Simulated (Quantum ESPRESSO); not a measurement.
# Rh (Fm-3m) in Quantum ESPRESSO: equation of state

How stiff is Rh in PBE, and what volume does it want? The cell is scaled to several volumes.

All numbers are computed with Quantum ESPRESSO 7.5; they aren't measurements. Logs are shortened: lines on timing, memory, paths and dates and some standing lists are left out, and cuts for length are marked.

**Experimental background.**

“Thermal equation of state of rhodium characterized by XRD in a resistively heated diamond anvil cell”, 2024, pmc:11535440 quotes, for a bulk crystal of Rh: bulk modulus 264 ± 1 GPa.

The results are compared with them further down.

### Step 1. Starting point

It takes space group Fm-3m (No. 225, cubic). Conventional cell: a = 3.796 Å, b = 3.796 Å, c = 3.796 Å, α = 90.00°, β = 90.00°, γ = 90.00°. Rh (site symmetry m-3m) is surrounded by 12 Rh at 2.68 Å.

### Step 2. Single point, PBE, 12.85 Å³/atom

Input file pw.in:

```
&CONTROL
  calculation = 'scf'
  prefix = 'pwscf'
  outdir = './tmp'
  pseudo_dir = './pseudo'
  tprnfor = .true.
  tstress = .true.
  disk_io = 'nowf'
/
&SYSTEM
  ibrav = 0
  nat = 1
  ntyp = 1
  ecutwfc = 60
  nbnd = 15
  occupations = 'smearing'
  smearing = 'fd'
  degauss = 0.00367493
/
&ELECTRONS
  conv_thr = 2d-10
  electron_maxstep = 120
  mixing_beta = 0.5
/
ATOMIC_SPECIES
Rh   102.9055 Rh_ONCV_PBE-1.0.oncvpsp.upf
CELL_PARAMETERS angstrom
   0.0000000000    1.8591074964    1.8591074964
   1.8591074964    0.0000000000    1.8591074964
   1.8591074964    1.8591074964    0.0000000000
ATOMIC_POSITIONS crystal
Rh     0.0000000000    0.0000000000    0.0000000000
K_POINTS automatic
12 12 12 0 0 0
```

Potentials or basis: SSSP 1.3 efficiency PBE.

Command:

```sh
OMP_NUM_THREADS=1 pw.x -in pw.in > pw.out
```

pw.out:

```text
This program is part of the open-source Quantum ESPRESSO suite
     for quantum simulation of materials; please cite
[... 6 lines left out ...]
     using ibrav=0 with symmetry is DISCOURAGED, use correct ibrav instead

     Subspace diagonalization in iterative solution of the eigenvalue problem:
     a serial algorithm will be used

     G-vector sticks info
     --------------------
     sticks:   dense  smooth     PW     G-vecs:    dense   smooth      PW
     Sum         421     421    139                 5577     5577    1037

     Using Slab Decomposition

     bravais-lattice index     =            0
     lattice parameter (alat)  =       4.9684  a.u.
     unit-cell volume          =      86.7242 (a.u.)^3
     number of atoms/cell      =            1
     number of atomic types    =            1
     number of electrons       =        17.00
     number of Kohn-Sham states=           15
     kinetic-energy cutoff     =      60.0000  Ry
     charge density cutoff     =     240.0000  Ry
     scf convergence threshold =      2.0E-10
     mixing beta               =       0.5000
     number of iterations used =            8  plain     mixing
     Exchange-correlation= PBE
                           (   1   4   3   4   0   0   0)

     celldm(1)=   4.968421  celldm(2)=   0.000000  celldm(3)=   0.000000
     celldm(4)=   0.000000  celldm(5)=   0.000000  celldm(6)=   0.000000

     crystal axes: (cart. coord. in units of alat)
               a(1) = (   0.000000   0.707107   0.707107 )
               a(2) = (   0.707107   0.000000   0.707107 )
               a(3) = (   0.707107   0.707107   0.000000 )

     reciprocal axes: (cart. coord. in units 2 pi/alat)
               b(1) = ( -0.707107  0.707107  0.707107 )
               b(2) = (  0.707107 -0.707107  0.707107 )
               b(3) = (  0.707107  0.707107 -0.707107 )

     PseudoPot. # 1 for Rh read from file:
     Rh_ONCV_PBE-1.0.oncvpsp.upf
     Pseudo is Norm-conserving, Zval = 17.0
     Generated using ONCVPSP code by D. R. Hamann
     Using radial grid of 1442 points,  6 beta functions with:
                l(1) =   0
                l(2) =   0
                l(3) =   1
                l(4) =   1
                l(5) =   2
                l(6) =   2

     atomic species   valence    mass     pseudopotential
     Rh               17.00   102.90550     Rh( 1.00)

     48 Sym. Ops., with inversion, found

   Cartesian axes

     site n.     atom                  positions (alat units)
         1        Rh     tau(   1) = (   0.0000000   0.0000000   0.0000000  )

     number of k points=    72  Fermi-Dirac smearing, width (Ry)=  0.0037
                       cart. coord. in units 2pi/alat
        k(    1) = (   0.0000000   0.0000000   0.0000000), wk =   0.0011574
        k(    2) = (   0.0589256   0.0589256  -0.0589256), wk =   0.0092593
        k(    3) = (   0.1178511   0.1178511  -0.1178511), wk =   0.0092593
        k(    4) = (   0.1767767   0.1767767  -0.1767767), wk =   0.0092593
        k(    5) = (   0.2357023   0.2357023  -0.2357023), wk =   0.0092593
        k(    6) = (   0.2946278   0.2946278  -0.2946278), wk =   0.0092593
[... 64 lines left out ...]
        k(   71) = (  -0.7071068   0.2357023   0.0000000), wk =   0.0138889
        k(   72) = (  -0.7071068   0.3535534   0.0000000), wk =   0.0069444

     Dense  grid:     5577 G-vectors     FFT dimensions: (  25,  25,  25)

     Initial potential from superposition of free atoms

     starting charge      16.9996, renormalised to      17.0000
     Starting wfcs are   10 randomized atomic wfcs +    5 random wfcs

     Self-consistent Calculation

     iteration #  1     ecut=    60.00 Ry     beta= 0.50
     Davidson diagonalization with overlap
     ethr =  1.00E-02,  avg # of iterations =  4.0

     Threshold (ethr) on eigenvalues was too large:
     Diagonalizing with lowered threshold

     Davidson diagonalization with overlap
     ethr =  3.04E-05,  avg # of iterations =  3.3

     total energy              =    -216.91932977 Ry
     estimated scf accuracy    <       0.00538437 Ry

     iteration #  2     ecut=    60.00 Ry     beta= 0.50
     Davidson diagonalization with overlap
     ethr =  3.17E-05,  avg # of iterations =  1.9
[... 29 lines left out ...]
     total energy              =    -216.92027863 Ry
     estimated scf accuracy    <          2.8E-10 Ry

     iteration #  7     ecut=    60.00 Ry     beta= 0.50
     Davidson diagonalization with overlap
     ethr =  1.64E-12,  avg # of iterations =  2.0

     End of self-consistent calculation

          k = 0.0000 0.0000 0.0000 (   701 PWs)   bands (ev):

   -53.7917 -21.1660 -21.1660 -21.1660  16.9323  21.9137  21.9137  21.9137
    24.2346  24.2346  41.7336  47.5714  47.5714  47.5714  53.1857

          k = 0.0589 0.0589-0.0589 (   679 PWs)   bands (ev):

   -53.7818 -21.2299 -21.1745 -21.1745  17.2269  21.7831  22.0309  22.0309
    24.1704  24.1704  42.1673  46.0919  48.0071  48.0071  54.6653
[... 113 lines left out ...]
   -53.6416 -21.9221 -21.4599 -21.2922  19.6502  21.3968  22.5244  22.6310
    24.8064  28.4403  37.0972  42.1318  45.0618  49.0294  52.2940

          k =-0.0589-0.2946 0.2946 (   674 PWs)   bands (ev):

   -53.6702 -21.7809 -21.4228 -21.2530  19.8638  21.3151  21.9366  22.8566
    23.8797  26.9571  39.9294  42.7029  46.1243  49.6798  51.4219

          k = 0.0000-0.2357 0.2357 (   674 PWs)   bands (ev):

   -53.7045 -21.6241 -21.3490 -21.2186  19.4157  20.9829  22.2595  22.9886
    23.3001  25.6400  41.9364  43.6061  47.8465  48.3251  52.1528

          k = 0.3536 0.0000 0.0000 (   681 PWs)   bands (ev):

   -53.6922 -21.6144 -21.3352 -21.3352  19.3019  20.1407  23.2446  23.7073
    23.7073  25.0380  44.3424  45.1152  45.1152  45.9614  52.7041

          k = 0.4125 0.0589-0.0589 (   680 PWs)   bands (ev):
[... 16 lines left out ...]
   -53.6107 -21.9278 -21.6050 -21.3757  19.7052  20.7847  22.3489  23.4142
    25.6798  31.8493  34.4217  40.5358  45.0006  45.7782  55.6782

          k =-0.0589-0.4125 0.4125 (   684 PWs)   bands (ev):

   -53.6199 -21.8775 -21.6260 -21.3373  20.1445  21.0426  21.8899  23.2987
    24.8892  30.4666  36.7808  39.8671  45.3154  47.1109  53.1443

          k = 0.0000-0.3536 0.3536 (   676 PWs)   bands (ev):

   -53.6417 -21.8278 -21.5555 -21.2924  20.5450  21.0417  21.5274  23.2192
    24.1057  28.6876  39.3880  40.2781  45.3745  49.5218  50.8133

          k = 0.4714 0.0000 0.0000 (   680 PWs)   bands (ev):

   -53.6422 -21.8265 -21.4187 -21.4187  19.1284  19.4123  24.8794  24.8794
    24.9228  25.4749  42.3672  42.3672  42.8751  47.9087  49.8050

          k = 0.5303 0.0589-0.0589 (   683 PWs)   bands (ev):
[... 21 lines left out ...]
   -53.6054 -21.9770 -21.4794 -21.4794  18.5953  18.9252  25.8124  25.9578
    25.9578  27.3968  40.1115  40.1489  40.1489  49.2394  49.3250

          k =-0.0589-0.6482 0.6482 (   685 PWs)   bands (ev):

   -53.5953 -22.0017 -21.5227 -21.4877  18.5627  18.9418  25.4167  25.6427
    26.2974  29.4276  38.4857  39.0912  39.9214  49.2421  50.5534

          k = 0.0000-0.5893 0.5893 (   684 PWs)   bands (ev):

   -53.5927 -21.9630 -21.6042 -21.4689  18.8228  19.3697  24.2464  25.2101
    26.1143  31.6729  36.5098  38.3986  40.9197  48.5354  53.1454

          k =-0.7071 0.0000 0.0000 (   692 PWs)   bands (ev):

   -53.5919 -22.0311 -21.5015 -21.5015  18.3690  18.7550  25.9400  26.4282
    26.4282  28.7761  38.5004  39.2763  39.2763  49.4747  49.7011

          k = 0.2357 0.1179-0.0000 (   678 PWs)   bands (ev):

   -53.7320 -21.4782 -21.2773 -21.2205  18.6556  21.0153  22.4709  22.7456
    23.5504  24.7580  43.5377  43.9339  47.3148  48.9154  52.9631

          k = 0.2946 0.1768-0.0589 (   673 PWs)   bands (ev):
[... 41 lines left out ...]
   -53.6198 -21.9360 -21.5515 -21.3523  19.9622  20.8262  22.2246  23.1522
    25.4245  30.4925  35.5140  41.3696  43.8896  47.7189  53.3518

          k =-0.0589-0.2946 0.4125 (   683 PWs)   bands (ev):

   -53.6383 -21.8602 -21.5247 -21.3153  20.2106  21.1474  21.4334  23.3646
    24.6482  28.6974  38.3576  41.3187  44.5412  49.4084  51.4406

          k = 0.0000-0.2357 0.3536 (   683 PWs)   bands (ev):

   -53.6669 -21.7602 -21.4460 -21.2758  20.2649  20.6711  21.6559  23.6141
    23.7502  27.0116  40.7464  42.2682  45.6907  48.8314  52.0889

          k = 0.4714 0.1179 0.0000 (   673 PWs)   bands (ev):

   -53.6387 -21.8379 -21.4519 -21.4024  19.4363  19.6335  23.1279  24.8703
    25.0995  26.9385  41.1423  41.7714  42.9885  48.3912  51.3896

          k =-0.1768-0.5303 0.6482 (   678 PWs)   bands (ev):
[... 26 lines left out ...]
   -53.5951 -21.9425 -21.5965 -21.4807  19.0383  19.5112  23.6347  25.0090
    26.2215  31.5488  37.0385  38.8649  40.1582  49.3178  53.1398

          k =-0.0000-0.4714 0.5893 (   684 PWs)   bands (ev):

   -53.5950 -21.8703 -21.7030 -21.4520  19.3992  20.1564  22.7108  24.4238
    25.9587  33.9419  34.7620  38.1321  41.4989  48.6263  54.9286

          k =-0.7071 0.1179 0.0000 (   690 PWs)   bands (ev):

   -53.5919 -21.9967 -21.5381 -21.5043  18.6496  19.0306  24.9008  25.5309
    26.4291  30.4973  38.1734  38.8673  39.0682  49.8468  50.9387

          k =-0.2357-0.4714 0.7071 (   676 PWs)   bands (ev):

   -53.6293 -21.8531 -21.5420 -21.3725  20.2336  20.2635  21.6331  24.3738
    24.8626  28.8813  39.5011  40.2263  43.1853  49.8050  51.4767

          k =-0.1768-0.4125 0.6482 (   680 PWs)   bands (ev):
[... 11 lines left out ...]
   -53.6018 -21.8942 -21.6117 -21.4679  19.5916  19.9546  22.4198  24.6612
    25.9458  31.3380  38.3692  38.4025  40.3235  50.3959  52.3865

          k =-0.0589-0.4125 0.6482 (   689 PWs)   bands (ev):

   -53.5950 -21.8428 -21.7022 -21.4823  19.7526  20.4783  21.8825  24.1505
    26.1927  33.8056  35.6506  38.6422  39.6774  50.5183  53.1106

          k = 0.0000-0.3536 0.5893 (   690 PWs)   bands (ev):

   -53.5983 -21.8052 -21.7420 -21.4564  20.0177  21.0319  21.1694  23.9916
    25.9384  33.2163  36.3250  38.0150  40.8270  50.4947  52.2801

          k =-0.7071 0.2357 0.0000 (   690 PWs)   bands (ev):

   -53.5917 -21.9018 -21.6371 -21.5098  19.3353  19.8419  22.8750  24.5784
    26.4310  33.0651  37.5939  37.6091  38.8033  50.5851  54.2500

          k =-0.7071 0.3536 0.0000 (   684 PWs)   bands (ev):

   -53.5916 -21.7705 -21.7705 -21.5125  19.7889  21.1465  21.1465  23.9879
    26.4320  35.5519  35.5519  37.3855  38.6919  52.2613  52.2613

     the Fermi energy is    25.3605 ev

!    total energy              =    -216.92027863 Ry
     estimated scf accuracy    <          1.3E-11 Ry
     smearing contrib. (-TS)   =      -0.00055218 Ry
     internal energy E=F+TS    =    -216.91972645 Ry

     The total energy is F=E-TS. E is the sum of the following terms:
     one-electron contribution =     -38.45145623 Ry
     hartree contribution      =      32.15514936 Ry
     xc contribution           =     -22.04553769 Ry
     ewald contribution        =    -188.57788189 Ry

     convergence has been achieved in   7 iterations

     Forces acting on atoms (cartesian axes, Ry/au):

     atom    1 type  1   force =     0.00000000    0.00000000    0.00000000

     Total force =     0.000000     Total SCF correction =     0.000000

     Computing stress (Cartesian axis) and pressure

          total   stress  (Ry/bohr**3)                   (kbar)     P=      280.71
   0.00190823  -0.00000000  -0.00000000          280.71       -0.00       -0.00
  -0.00000000   0.00190823  -0.00000000           -0.00      280.71       -0.00
  -0.00000000  -0.00000000   0.00190823           -0.00       -0.00      280.71

=------------------------------------------------------------------------------=
   JOB DONE.
=------------------------------------------------------------------------------=
```

It took 4.6 s on 1 thread of Intel Xeon 6975P-C (Granite Rapids), shared host; peak memory 0.06 GiB.

What came out:

```
Free energy            : -2951.3507 eV
Pressure               : 28.1 GPa
Band gap on the k mesh : none (metal or under the smearing width)
```

[end of part 1 of 2]
